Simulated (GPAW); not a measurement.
Set up this calculation in GPAW 26.7.0, as an ASE script.

```
Task                : single point
Functional          : PBE
Potentials or basis : GPAW PAW data sets (gpaw-data 1.2.1)
Cutoff              : 450 eV
Basis               : pw
k mesh              : 7 × 7 × 7
Occupations         : fermi-dirac, width 0.05 eV
Spin                : no spin polarisation
Maxiter             : 120
Convergence         : default
```

The structure of As lies in As.xyz:

```xyz
2
Lattice="1.8807968987 1.0858785957 3.5140619945 -1.8807968987 1.0858785957 3.5140619945 0.0000000000 -2.1717571915 3.5140619945" Properties=species:S:1:pos:R:3 pbc="T T T"
As     0.0000000000      0.0000000000      2.3825340323
As     0.0000000000     -0.0000000001      8.1596519512
```

These files were run (other wordings do the same):

run.py

```python
from ase.dft.bandgap import bandgap
from ase.io import read, write
from ase.units import GPa
from gpaw import GPAW, PW

atoms = read('As.xyz')

calc = GPAW(mode=PW(450),
            xc='PBE',
            kpts={'size': (7, 7, 7), 'gamma': True},
            occupations={'name': 'fermi-dirac', 'width': 0.05},
            nbands=13,
            maxiter=120,
            txt='gpaw.txt')
atoms.calc = calc
energy = atoms.get_potential_energy()
forces = atoms.get_forces()
stress = atoms.get_stress()
calc.write('gs.gpw')
write('result.traj', atoms)
print(f'Energy: {energy:.6f} eV')
print('Forces (eV/A):')
print(forces.round(4))
print('Stress (GPa):', (stress / GPa).round(3))
print('Fermi level:', round(calc.get_fermi_level(), 4), 'eV')
print(f'Gap: {bandgap(calc)[0]:.4f} eV, direct: {bandgap(calc, direct=True)[0]:.4f} eV')
```

Potentials or basis: GPAW PAW data sets (gpaw-data 1.2.1), pw.

Launch:

```bash
$ OMP_NUM_THREADS=1 python run.py
```

It gave:

```
Pressure               : 3.8 GPa
Largest force          : 0.444 eV/Å
Band gap on the k mesh : none (metal or under the smearing width)
```

Caveat: the cutoff is short for stress and forces, so pressures can be off by a GPa or more.

Run time: 9.2 s on 1 thread of Arm Neoverse V2, with other jobs on the host, peak memory 0.14 GiB.
